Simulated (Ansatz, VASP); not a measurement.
Two plane-wave programs on Au

```xyz
1
Lattice="0.0000 2.0585 2.0585 2.0585 0.0000 2.0585 2.0585 2.0585 0.0000" Properties=species:S:1:pos:R:3 pbc="T T T"
Au    0.0000    0.0000    0.0000
```

Alike in both runs: task single point; functional LDA; k mesh 8 × 8 × 8; occupations gaussian, width 0.1 eV; no spin polarisation.

|  | VASP | Ansatz |
| --- | --- | --- |
| version | VASP 6.6.1 | Ansatz 0.2.0 |
| potentials or method | VASP PAW LDA potentials, release 64 (Au) | scalar-relativistic, plane waves, PAW |
| plane-wave cutoff (eV) | 520 | 420 |
| valence electrons in the cell | 11 | 19 |

Ansatz gave:

```
gap on the k mesh at the Fermi level (eV) : none
pressure (GPa)                            : -7.7
```

Question: Which values does VASP return?

Answer: gap on the k mesh at the Fermi level (eV): none; pressure (GPa): -7.3.

A gap of «none» marks a metal or a gap that the smearing closes. The two sets of potentials don't hold the same shells in valence. Ansatz warned: «pseudo_functional_mismatch».

The runs have no spin-orbit coupling, so splittings on Au are missing.
